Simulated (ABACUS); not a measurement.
CoO:

```
Co O
1.0
     0.00000    2.13150    2.13150
     2.13150    0.00000    2.13150
     2.13150    2.13150    0.00000
Co O
1 1
Direct
  0.00000 0.00000 0.00000
  0.50000 0.50000 0.50000
```

| Item | Value |
| --- | --- |
| Program | ABACUS 3.10.1 |
| Task | single point |
| Functional | PBE |
| Potentials or basis | PseudoDojo NC SR 0.4.1 PBE standard |
| Cutoff | 1361 eV |
| Density cutoff | 5442 eV |
| Basis | DZP LCAO (the cutoffs set its grid) |
| k mesh | 11 × 11 × 11 |
| Occupations | fermi-dirac, width 0.05 eV |
| Spin | collinear spin, ferromagnetic start |
| Starting moments | [2.0, 0.0] μB |

On this cell: pressure -1.2 GPa; largest force zero by symmetry; net moment 2.99 μB per cell; site moments Co +2.68; O +0.31 μB; band gap on the k mesh none (metal or under the smearing width).

The same run follows on a disturbed copy (atoms moved at random, drawn with an rms of 0.05 Å):

```xyz
2
Lattice="0.0000 2.1315 2.1315 2.1315 0.0000 2.1315 2.1315 2.1315 0.0000" Properties=species:S:1:pos:R:3 pbc="T T T"
Co    0.0498    0.0164    0.0019
O     2.1581    2.1154    2.1619
```

**Question.** What changes?

**Answer.** The energy (extrapolated to zero smearing) moves by +0.7 meV/atom; pressure -1.0 GPa; largest force 0.053 eV/Å; net moment 2.99 μB per cell; site moments Co +2.68; O +0.31 μB; band gap on the k mesh none (metal or under the smearing width).

Forces in eV/Å, atoms in the order of the input:
```
Co  -0.024 -0.035  0.030
O    0.024  0.035 -0.030
```

Stress tensor (GPa, compression positive):
```
-1.10 -0.07  0.06
-0.07 -0.93  0.09
 0.06  0.09 -1.01
```

Caveats: the atomic orbitals were generated for these runs and aren't a published set; the basis of atomic orbitals isn't converged, which shifts pressures, moduli and gaps; a cell with one magnetic atom can't hold antiferromagnetic order, which such compounds often take; semilocal functionals often make such compounds metallic where correlation or magnetic order opens a gap, which also shifts bond lengths.
